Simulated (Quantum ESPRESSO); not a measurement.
# Sn (P-1) in Quantum ESPRESSO: reference runs

Aim: a first look at Sn with PBE, on the cell as given.

Program: Quantum ESPRESSO 7.5. These are calculated values, not measurements. Logs are shortened: lines on timing, memory, paths and dates and some standing lists are left out, and cuts for length are marked.

## (1) The crystal as given

The typed cell holds 1 atom: a = 3.269 Å, b = 3.303 Å, c = 3.287 Å, α = 110.00°, β = 108.91°, γ = 109.87°.

This isn't the form of Sn at room conditions, which is tetragonal (white tin).

## (2) Single point, PBE

File pw.in:

```
&CONTROL
  calculation = 'scf'
  prefix = 'pwscf'
  outdir = './tmp'
  pseudo_dir = './pseudo'
  tprnfor = .true.
  tstress = .true.
  disk_io = 'nowf'
/
&SYSTEM
  ibrav = 0
  nat = 1
  ntyp = 1
  ecutwfc = 60
  ecutrho = 480
  nbnd = 13
  occupations = 'smearing'
  smearing = 'fd'
  degauss = 0.00367493
/
&ELECTRONS
  conv_thr = 2d-10
  electron_maxstep = 120
  mixing_beta = 0.5
/
ATOMIC_SPECIES
Sn   118.7100 Sn_pbe_v1.uspp.F.UPF
CELL_PARAMETERS angstrom
  -1.8911382700    1.8977927600    1.8732002100
   1.8971113000   -1.9215372200    1.9029177100
   1.8832449900    1.9136439400   -1.8969446700
ATOMIC_POSITIONS crystal
Sn     0.0000000000    0.0000000000    0.0000000000
K_POINTS automatic
10 10 10 0 0 0
```

Potentials or basis: SSSP 1.3 efficiency PBE.

The run is started by

```sh
$ OMP_NUM_THREADS=1 pw.x -in pw.in > pw.out
```

pw.out:

```text
This program is part of the open-source Quantum ESPRESSO suite
     for quantum simulation of materials; please cite
         "P. Giannozzi et al., J. Phys.:Condens. Matter 21 395502 (2009);
         "P. Giannozzi et al., J. Phys.:Condens. Matter 29 465901 (2017);
         "P. Giannozzi et al., J. Chem. Phys. 152 154105 (2020);
     in publications or presentations arising from this work. More details at

     Message from routine setup:
     using ibrav=0 with symmetry is DISCOURAGED, use correct ibrav instead

     G-vector sticks info
     --------------------
     sticks:   dense  smooth     PW     G-vecs:    dense   smooth      PW
     Sum        1385     697    249                32633    11551    2491

     Using Slab Decomposition

     bravais-lattice index     =            0
     lattice parameter (alat)  =       6.1777  a.u.
     unit-cell volume          =     183.5750 (a.u.)^3
     number of atoms/cell      =            1
     number of atomic types    =            1
     number of electrons       =        14.00
     number of Kohn-Sham states=           13
     kinetic-energy cutoff     =      60.0000  Ry
     charge density cutoff     =     480.0000  Ry
     scf convergence threshold =      2.0E-10
     mixing beta               =       0.5000
     number of iterations used =            8  plain     mixing
     Exchange-correlation= SLA  PW   PBE  PBE
                           (   1   4   3   4   0   0   0)

     celldm(1)=   6.177671  celldm(2)=   0.000000  celldm(3)=   0.000000
     celldm(4)=   0.000000  celldm(5)=   0.000000  celldm(6)=   0.000000

     crystal axes: (cart. coord. in units of alat)
               a(1) = (  -0.578492   0.580528   0.573005 )
               a(2) = (   0.580319  -0.587791   0.582095 )
               a(3) = (   0.576078   0.585376  -0.580268 )

     reciprocal axes: (cart. coord. in units 2 pi/alat)
               b(1) = (  0.000426  0.863131  0.871152 )
               b(2) = (  0.863404  0.007173  0.864405 )
               b(3) = (  0.866543  0.859523  0.004034 )

     PseudoPot. # 1 for Sn read from file:
     Sn_pbe_v1.uspp.F.UPF
     Pseudo is Ultrasoft + core correction, Zval = 14.0
     Generated by new atomic code, or converted to UPF format
     Using radial grid of  891 points,  6 beta functions with:
                l(1) =   0
                l(2) =   0
                l(3) =   1
                l(4) =   1
                l(5) =   2
                l(6) =   2
     Q(r) pseudized with  6 coefficients,  rinner =    1.200   1.200   1.200
                                                       1.200   1.200

     atomic species   valence    mass     pseudopotential
     Sn               14.00   118.71000     Sn( 1.00)

      2 Sym. Ops., with inversion, found

   Cartesian axes

     site n.     atom                  positions (alat units)
         1        Sn     tau(   1) = (   0.0000000   0.0000000   0.0000000  )

     number of k points=   504  Fermi-Dirac smearing, width (Ry)=  0.0037

     Number of k-points >= 100: set verbosity='high' to print them.

     Dense  grid:    32633 G-vectors     FFT dimensions: (  45,  45,  45)

     Smooth grid:    11551 G-vectors     FFT dimensions: (  32,  32,  32)

     Initial potential from superposition of free atoms

     starting charge      13.0000, renormalised to      14.0000
     Starting wfcs are    9 randomized atomic wfcs +    4 random wfcs

     Self-consistent Calculation

     iteration #  1     ecut=    60.00 Ry     beta= 0.50
     Davidson diagonalization with overlap
     ethr =  1.00E-02,  avg # of iterations =  5.7

     total energy              =    -162.99646686 Ry
     estimated scf accuracy    <       1.08816925 Ry

     iteration #  2     ecut=    60.00 Ry     beta= 0.50
     Davidson diagonalization with overlap
     ethr =  7.77E-03,  avg # of iterations =  2.0

     total energy              =    -163.23458215 Ry
     estimated scf accuracy    <       0.00959417 Ry

     iteration #  3     ecut=    60.00 Ry     beta= 0.50
     Davidson diagonalization with overlap
     ethr =  6.85E-05,  avg # of iterations =  3.3

     total energy              =    -163.23527555 Ry
     estimated scf accuracy    <       0.00177071 Ry

     iteration #  4     ecut=    60.00 Ry     beta= 0.50
     Davidson diagonalization with overlap
     ethr =  1.26E-05,  avg # of iterations =  2.1

     total energy              =    -163.23536912 Ry
     estimated scf accuracy    <       0.00002648 Ry

     iteration #  5     ecut=    60.00 Ry     beta= 0.50
     Davidson diagonalization with overlap
     c_bands:  1 eigenvalues not converged
     ethr =  1.89E-07,  avg # of iterations =  3.6

     total energy              =    -163.23538415 Ry
     estimated scf accuracy    <       0.00000384 Ry

     iteration #  6     ecut=    60.00 Ry     beta= 0.50
     Davidson diagonalization with overlap
     ethr =  2.74E-08,  avg # of iterations =  2.0

     total energy              =    -163.23538476 Ry
     estimated scf accuracy    <       0.00000006 Ry

     iteration #  7     ecut=    60.00 Ry     beta= 0.50
     Davidson diagonalization with overlap
     ethr =  4.11E-10,  avg # of iterations =  2.0

     total energy              =    -163.23538479 Ry
     estimated scf accuracy    <          3.1E-09 Ry

     iteration #  8     ecut=    60.00 Ry     beta= 0.50
     Davidson diagonalization with overlap
     ethr =  2.23E-11,  avg # of iterations =  1.8

     total energy              =    -163.23538479 Ry
     estimated scf accuracy    <          9.8E-10 Ry

     iteration #  9     ecut=    60.00 Ry     beta= 0.50
     Davidson diagonalization with overlap
     ethr =  7.01E-12,  avg # of iterations =  2.0

     End of self-consistent calculation

     Number of k-points >= 100: set verbosity='high' to print the bands.

     the Fermi energy is    10.8493 ev

!    total energy              =    -163.23538479 Ry
     estimated scf accuracy    <          9.4E-12 Ry
     smearing contrib. (-TS)   =      -0.00053272 Ry
     internal energy E=F+TS    =    -163.23485207 Ry

     The total energy is F=E-TS. E is the sum of the following terms:
     one-electron contribution =     -52.92261858 Ry
     hartree contribution      =      36.86391983 Ry
     xc contribution           =     -47.56468220 Ry
     ewald contribution        =     -99.61147111 Ry

     convergence has been achieved in   9 iterations

     Forces acting on atoms (cartesian axes, Ry/au):

     atom    1 type  1   force =     0.00000000    0.00000000    0.00000000

     Total force =     0.000000     Total SCF correction =     0.000000

     Computing stress (Cartesian axis) and pressure

          total   stress  (Ry/bohr**3)                   (kbar)     P=        6.96
   0.00003720  -0.00000647   0.00000477            5.47       -0.95        0.70
  -0.00000647   0.00007175  -0.00000815           -0.95       10.55       -1.20
   0.00000477  -0.00000815   0.00003303            0.70       -1.20        4.86

=------------------------------------------------------------------------------=
   JOB DONE.
=------------------------------------------------------------------------------=
```

It took 63 s on 1 thread of Intel Xeon 6975P-C (Granite Rapids), shared host; peak memory 0.3 GiB.

What came out:

* Free energy: -2220.9306 eV
* Pressure: 0.7 GPa
* Band gap on the k mesh: none (metal or under the smearing width)

Levels at points of the mesh, in eV from the Fermi level:
| k point | band 4 | band 5 | band 6 | band 7 | band 8 | band 9 | band 10 | band 11 |
| --- | --- | --- | --- | --- | --- | --- | --- | --- |
| (0.00, 0.00, 0.00) | -21.41 | -21.41 | -11.05 | 7.85 | 8.02 | 8.10 | 12.24 | 12.37 |
| (0.00, 0.00, -0.50) | -21.42 | -21.33 | -6.37 | -4.39 | 3.64 | 5.56 | 7.93 | 8.38 |
| (0.00, -0.50, 0.00) | -21.42 | -21.33 | -6.37 | -4.38 | 3.59 | 5.41 | 7.89 | 8.21 |
| (0.00, -0.50, -0.50) | -21.42 | -21.33 | -6.49 | -4.42 | 3.77 | 5.58 | 8.10 | 8.35 |
| (-0.50, 0.00, 0.00) | -21.42 | -21.33 | -6.30 | -4.37 | 3.58 | 5.50 | 7.90 | 8.28 |
| (-0.50, 0.00, -0.50) | -21.42 | -21.33 | -6.32 | -4.36 | 3.54 | 5.40 | 7.79 | 8.24 |
| (-0.50, -0.50, 0.00) | -21.42 | -21.33 | -6.44 | -4.41 | 3.71 | 5.57 | 8.03 | 8.37 |
| (-0.50, -0.50, -0.50) | -21.35 | -21.34 | -2.45 | -0.57 | -0.40 | -0.35 | 3.83 | 3.91 |
